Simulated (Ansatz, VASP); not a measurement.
# TePb in VASP and in Ansatz

Contents of INCAR:

```
SYSTEM = TePb
PREC = Accurate
ENCUT = 520
EDIFF = 1E-7
ISMEAR = 0
SIGMA = 0.1
LREAL = .FALSE.
LASPH = .TRUE.
NELM = 80
ALGO = Normal
ISIF = 2
LWAVE = .FALSE.
LCHARG = .FALSE.
GGA = PS
NBANDS = 17
```

The input KPOINTS:

```
regular mesh
0
G
  9 9 9
  0 0 0
```

File POSCAR:

```
TePb
1.0
    3.8657289676      0.0800457400     -0.0800457400
    0.0800457400      3.8657289676      0.0800457400
   -0.0800457400      0.0800457400      3.8657289676
Te Pb
1 1
Direct
    0.4855744911      0.5144255089      0.4855744911
    0.0144255089     -0.0144255089      0.0144255089
```

Input for Ansatz:

```yaml
crystal:
  lattice:
    - [3.8657289676, 0.08004574, -0.08004574]
    - [0.08004574, 3.8657289676, 0.08004574]
    - [-0.08004574, 0.08004574, 3.8657289676]
  atoms:
    - { symbol: Te, position: [0.4855744911, 0.5144255089, 0.4855744911] }
    - { symbol: Pb, position: [0.0144255089, -0.0144255089, 0.0144255089] }
basis:
  ecutwfc: 420
kpoints:
  mp_grid: { grid: [9, 9, 9] }
hamiltonian:
  xc: pbesol
scf:
  occupations: { method: gaussian, width: 0.1 }
output:
  forces: true
  stress: true
  eigenvalues: true
  populations: true
```

Alike in both runs: task single point; functional PBEsol; k mesh 9 × 9 × 9; occupations gaussian, width 0.1 eV; no spin polarisation.

```csv
,VASP,Ansatz
version,VASP 6.6.1,Ansatz 0.2.0
potentials or method,"VASP PAW PBE potentials, release 64 (Te, Pb_d)","scalar-relativistic, plane waves, PAW"
plane-wave cutoff (eV),520,420
valence electrons in the cell,20,30
```

```tsv
	VASP	Ansatz	Ansatz less VASP
gap on the k mesh at the Fermi level (eV)	none	none	-
pressure (GPa)	2.8	2.8	+0.01
largest component of the traceless stress (GPa)	1.55	1.55	-0.006
rms of the force components (eV/Å)	0.181	0.178	-0.0025
```

Atom by atom the forces differ by 0.003 eV/Å (rms over components). A gap of «none» marks a metal or a gap that the smearing closes. The two sets of potentials don't hold the same shells in valence.

Caveats: the PAW data sets were made with another functional, which shifts forces and pressure a little (VASP). Spin-orbit coupling is left out, which matters for the levels of Pb, Te.
